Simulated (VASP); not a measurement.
Input of a VASP 6.6.1 run:

File INCAR:

```
ALGO = Fast
EDIFF = 1E-6
ENCUT = 520
GGA = PS
ISIF = 2
ISMEAR = 0
LASPH = T
LCHARG = F
LREAL = F
LWAVE = F
NBANDS = 15
NELM = 80
PREC = Accurate
SIGMA = 0.05
```

Contents of KPOINTS:

```
k-points
0
Gamma
  8 8 8
```

The input POSCAR:

```
SrO
1.0
    0.0000000000      2.8846481840      2.0394462661
    2.8846481840      0.0000000000      2.0394462661
    2.8846481840      2.8846481840      0.0000000000
Sr O
1 1
Direct
    0.0000000000      0.0000000000      0.0000000000
    0.5000000000      0.5000000000      0.5000000000
```

Potentials or basis: VASP PAW PBE potentials, release 64 (Sr_sv, O).

Run with:

```sh
$ cat potpaw_PBE.64/Sr_sv/POTCAR potpaw_PBE.64/O/POTCAR > POTCAR
$ mpirun -np 1 vasp_std > vasp.out
```

Q: What does it give for the pressure?

A: 34.4 GPa.

Q: Estimate the band gap on the k mesh.

A: None (metal or under the smearing width).

Stress tensor (GPa, compression positive):
```
 -4.99   0.00   0.00
  0.00  -4.99   0.00
  0.00   0.00 113.12
```

Caveat: a pressure of tens of GPa on the cell as given is suspect, and the run, the potentials or the cell itself is likely at fault; the PAW data sets were made with another functional, which shifts forces and pressure a little.
